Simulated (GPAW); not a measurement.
Crystal: TiO2.

```
CELL_PARAMETERS angstrom
4.59984 0.00000 0.00000
0.00000 4.59984 0.00000
0.00000 0.00000 2.95921
ATOMIC_POSITIONS crystal
Ti 0.00000 0.00000 0.50000
Ti 0.50000 0.50000 0.00000
O 0.30432 0.30432 0.50000
O 0.69568 0.69568 0.50000
O 0.19568 0.80432 0.00000
O 0.80432 0.19568 0.00000
```

The cell is a database's computed one.

Base run:

- Program: GPAW 26.7.0
- Functional: LDA
- Potentials or basis: JTH PAW 2.0, LDA
- Cutoff: 800 eV
- Basis: pw
- k mesh: 4 × 4 × 6
- Occupations: fermi-dirac, width 0.05 eV
- Spin: no spin polarisation

Its results: band gap on the k mesh 1.77 eV, direct; pressure -9.1 GPa; largest force 0.122 eV/Å.

Question: The run is repeated on the same cell with these changes: potentials or basis from JTH PAW 2.0, LDA to the program's PAW data sets (release 1.2.1) made for this functional. What comes out?

Answer: Band gap on the k mesh 1.79 eV, direct; pressure -7.9 GPa; largest force 0.103 eV/Å.

Caveats: the program truncates these outside data sets (some runs).

Not every run made on this cell is shown here.
